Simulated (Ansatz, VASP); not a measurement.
**Two plane-wave programs on S**

```
S
1.0
     0.00000    1.66891    4.16477
     1.66885    0.00000    4.16477
     1.66885    1.66891    0.00000
S
1
Direct
  0.00000 0.00000 0.00000
```

Alike in both runs: functional PBE; k mesh 6 × 6 × 6; occupations gaussian, width 0.1 eV; no spin polarisation.

Ansatz relaxed the structure, and its values are those at the end. VASP's run is a single point on that final structure, the one shown.

|  | VASP | Ansatz |
| --- | --- | --- |
| version | VASP 6.6.1 | Ansatz 0.2.0 |
| potentials or method | VASP PAW PBE potentials, release 64 (S) | scalar-relativistic, plane waves, PAW |
| plane-wave cutoff (eV) | 520 | 420 |
| valence electrons in the cell | 6 | 6 |

Ansatz gave:

```
gap on the k mesh at the Fermi level (eV) : none
pressure (GPa)                            : 0.1
```

Estimate VASP's values.

gap on the k mesh at the Fermi level (eV): none; pressure (GPa): -0.1.

A gap of «none» marks a metal or a gap that the smearing closes. With one functional, cell and mesh, what is left measures potentials, basis and numerics.

Caveats: the k mesh is coarse (spacing up to 0.46 Å⁻¹), so the values aren't converged.
